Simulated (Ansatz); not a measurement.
## Evanescent states of AlSb (F-43m, zinc blende, 2 atoms a cell, 29.6 Å³ an atom) along the normal of (111)

Method: r2SCAN (plane waves, PAW; Ansatz, an electronic-structure program).

The gap is the functional's own. No spin-orbit coupling. Mid-gap values are those at the computed energy nearest the middle.

Energies count from the valence-band top; κ is the least over a 12×12 mesh across the current.

```
E (eV)  κ (1/Å)  where
------  -------  -----
0.04      0.030      Γ
0.14      0.051      Γ
0.23      0.064      Γ
0.32      0.074      Γ
0.41      0.082      Γ
0.49      0.088      Γ
0.58      0.093      Γ
0.68      0.097      Γ
0.77      0.100      Γ
0.85      0.102      Γ
0.94      0.104      Γ
1.03      0.104      Γ
1.12      0.104      Γ
1.22      0.103      Γ
1.30      0.101      Γ
1.40      0.089  off Γ
1.49      0.044  off Γ
```

How thick must the barrier be to attenuate the transmission by 10^4 when the electrodes' Fermi level lies at 0.68 eV, and what attenuation does that film give at 1.40 eV?

d = 4 ln 10 / (2 × 0.097) = 47.5 Å. At 1.40 eV it gives 4 × 0.089/0.097 = 3.7 decades.
